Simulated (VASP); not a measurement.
# CaF2 (Fluorite): relaxation of the atoms with PBE

CaF2 (Fluorite):

```
CELL_PARAMETERS angstrom
0.00000 2.75666 2.75666
2.75666 0.00000 2.75666
2.75666 2.75666 0.00000
ATOMIC_POSITIONS crystal
Ca 0.00000 0.00000 0.00000
F 0.25000 0.25000 0.25000
F 0.75000 0.75000 0.75000
```

```json
{
 "Program": "VASP 6.6.1",
 "Task": "relaxation of the atoms",
 "Functional": "PBE",
 "Potentials or basis": "VASP PAW PBE potentials, release 64 (Ca_sv, F)",
 "Cutoff": "600 eV",
 "k mesh": "8 × 8 × 8",
 "Occupations": "gaussian, width 0.03 eV",
 "Spin": "no spin polarisation",
 "Further INCAR settings": "ALGO = Normal; EDIFF = 1e-07; IBRION = 2; EDIFFG = -0.01; NSW = 40"
}
```

```yaml
Pressure_after_relaxing: 0.0 GPa
Band_gap_on_the_k_mesh: 7.11 eV, indirect (least direct gap 7.37 eV)
```

Final structure:
```
Ca F
1.0
     0.00000    2.75666    2.75666
     2.75666    0.00000    2.75666
     2.75666    2.75666    0.00000
Ca F
1 2
Cartesian
  0.0000 0.0000 0.0000
  1.3783 1.3783 1.3783
  4.1350 4.1350 4.1350
```

Levels at points of the mesh, in eV from the valence-band top:
```csv
k point,band 8,band 9,band 10,band 11,band 12,band 13,band 14,band 15,band 16
"(0.00, 0.00, 0.00)",-2.02,-2.02,-0.25,-0.25,-0.25,7.11,9.06,9.06,11.01
"(0.50, 0.00, 0.00)",-1.45,-1.26,-1.20,-0.82,-0.82,9.26,9.26,9.57,10.59
"(0.50, 0.50, 0.00)",-1.61,-1.61,-0.35,-0.35,0.00,8.04,9.36,9.93,10.68
```

It took 11 s on 1 thread of Intel(R) Xeon(R) 6975P-C (Granite Rapids), with other jobs on the host, peak memory 0.18 GiB.

Caveat: the relaxation stopped at its first step, so nothing moved. A k mesh can miss the band edges.
